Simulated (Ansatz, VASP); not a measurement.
Given: the input of a run of Ansatz 0.2.0 on HfC.

Contents of input.yaml:

```yaml
crystal:
  lattice:
    - [0.0, 2.3705998121, 2.3705998121]
    - [2.3705998121, 0.0, 2.3705998121]
    - [2.3705998121, 2.3705998121, 0.0]
  atoms:
    - { symbol: Hf, position: [0.5, 0.5, 0.5] }
    - { symbol: C, position: [0.0, 0.0, 0.0] }
kpoints:
  mp_grid: { grid: [10, 10, 10] }
scf:
  occupations: { method: fermi_dirac, width: 0.05 }
hamiltonian:
  xc: pbe
  pseudopotentials: { kind: all_electron, lapw: { basis_error: 0.0005 } }
output:
  forces: true
  stress: true
  eigenvalues: true
```

Potentials or basis: all-electron LAPW, scalar-relativistic.

The run is started by

```sh
$ ansatz run input.yaml --threads 1 --pin off --max-ram 2560MiB --backend cpu --events-out ev --progress --plain --runs-dir out
```

Translate it to VASP 6.6.1. Potentials there: VASP PAW PBE potentials, release 64 (Hf_pv, C).

As run (the cutoff follows the program's own potentials):

INCAR

```
SYSTEM = HfC
ALGO = Normal
EDIFF = 1E-7
ENCUT = 520
GGA = PE
ISIF = 2
ISMEAR = -1
LASPH = .True.
LCHARG = .False.
LREAL = .False.
LWAVE = .False.
NBANDS = 14
NELM = 80
PREC = Accurate
SIGMA = 0.05
```

File KPOINTS:

```
k-points
0
Gamma
  10 10 10
  0 0 0
```

File POSCAR:

```
HfC
1.0
    0.0000000000      2.3705998121      2.3705998121
    2.3705998121      0.0000000000      2.3705998121
    2.3705998121      2.3705998121      0.0000000000
Hf C
1 1
Direct
    0.5000000000      0.5000000000      0.5000000000
    0.0000000000      0.0000000000      0.0000000000
```

Potentials or basis: VASP PAW PBE potentials, release 64 (Hf_pv, C).

Launch:

```sh
$ cat potpaw_PBE.64/Hf_pv/POTCAR potpaw_PBE.64/C/POTCAR > POTCAR
$ mpirun -np 1 vasp_std > vasp.out
```

Both were run:

|  | VASP | Ansatz | Ansatz less VASP |
| --- | --- | --- | --- |
| gap on the k mesh at the Fermi level (eV) | none | none | - |
| pressure (GPa) | -12.7 | -11.9 | +0.83 |

A gap of «none» marks a metal or a gap that the smearing closes. Ansatz ran all-electron here, so the differences hold the error of VASP's frozen core and of both bases.

Spin-orbit coupling is left out, which matters for the levels of Hf.
